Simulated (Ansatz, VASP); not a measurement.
# Sb in VASP and in Ansatz

```
Sb
1.0
     4.49731    0.00000    0.00000
     0.00000    4.39143    0.00000
    -1.31166    0.00000    6.32163
Sb
4
Direct
  0.33993 0.25000 0.68367
  0.93664 0.75000 0.76276
  0.06336 0.25000 0.23724
  0.66007 0.75000 0.31633
```

This isn't the form of Sb at room conditions, which is rhombohedral.

Alike in both runs: task single point; functional LDA; k mesh 6 × 6 × 4; occupations fermi-dirac, width 0.05 eV; no spin polarisation.

|  | VASP | Ansatz |
| --- | --- | --- |
| version | VASP 6.6.1 | Ansatz 0.2.0 |
| potentials or method | VASP PAW LDA potentials, release 64 (Sb) | Ansatz PAW |
| plane-wave cutoff (eV) | 520 | 420 |
| valence electrons in the cell | 20 | 60 |

|  | VASP | Ansatz | Ansatz less VASP |
| --- | --- | --- | --- |
| gap on the k mesh at the Fermi level (eV) | none | none | - |
| pressure (GPa) | -2.3 | -2.5 | -0.22 |
| largest component of the traceless stress (GPa) | 0.53 | 0.50 | -0.036 |
| rms of the force components (eV/Å) | 0.059 | 0.073 | +0.0138 |

Atom by atom the forces differ by 0.035 eV/Å (rms over components). A gap of «none» marks a metal or a gap that the smearing closes. The two sets of potentials don't hold the same shells in valence.

Caveats: the PAW data sets come from PBE, with cores solved anew for the run's functional, which leaves a small shift of forces and pressure (Ansatz). Spin-orbit coupling is left out, which matters for the levels of Sb.
